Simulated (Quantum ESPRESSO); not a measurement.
# CuO under changes of volume

One of the cells (10.729 Å³/atom); the others are scaled copies at fixed shape and fractional positions:

```xyz
4
Lattice="2.8795 0.0000 0.0000 0.0391 2.8793 0.0000 0.0175 0.0172 5.1763" Properties=species:S:1:pos:R:3 pbc="T T T"
Cu    0.0195    1.4396    0.0000
Cu    1.4485    0.0086    2.5882
O     2.8881    0.0177    3.8817
O     0.0479    2.8788    1.2947
```

The cell comes from a database or a generator and needn't be the stable form of this composition.

```yaml
Program: Quantum ESPRESSO 7.5
Functional: PBEsol
Potentials_or_basis: GBRV 1.5 PBEsol
Cutoff: 762 eV
Density_cutoff: 6095 eV
k_mesh: 9 × 9 × 5
Occupations: fermi-dirac, width 0.05 eV
Spin: no spin polarisation
```

```tsv
volume (Å³/atom)	energy over the lowest point (meV/atom)	pressure (GPa)	largest force (eV/Å)
10.085	18.91	10.7	0.012
10.300	7.08	6.1	0.012
10.515	0.99	2.1	0.012
10.729	0.00	-1.4	0.012
10.944	3.58	-4.6	0.013
11.158	?	?	?
11.373	22.49	-10.1	0.015
```

What does the run at 11.158 Å³/atom give?

Energy over the lowest point 11.22 meV/atom; pressure -7.6 GPa; largest force 0.014 eV/Å.

Worked out: A Birch-Murnaghan fit of order 3 (a polynomial in V^(-2/3)) to the other rows has its minimum at 10.67 Å³/atom with B0 = V·E''(V) = 175 GPa and B' = 4.6 at fixed shape and positions, which overstates the stiffness. It gives 11.19 meV/atom at 11.158 Å³/atom, against the run's 11.22, and -dE/dV = -7.1 GPa, against -7.6.

Energies are extrapolated to zero smearing.

Caveats: the run has no spin polarisation, though such a crystal can be magnetic.
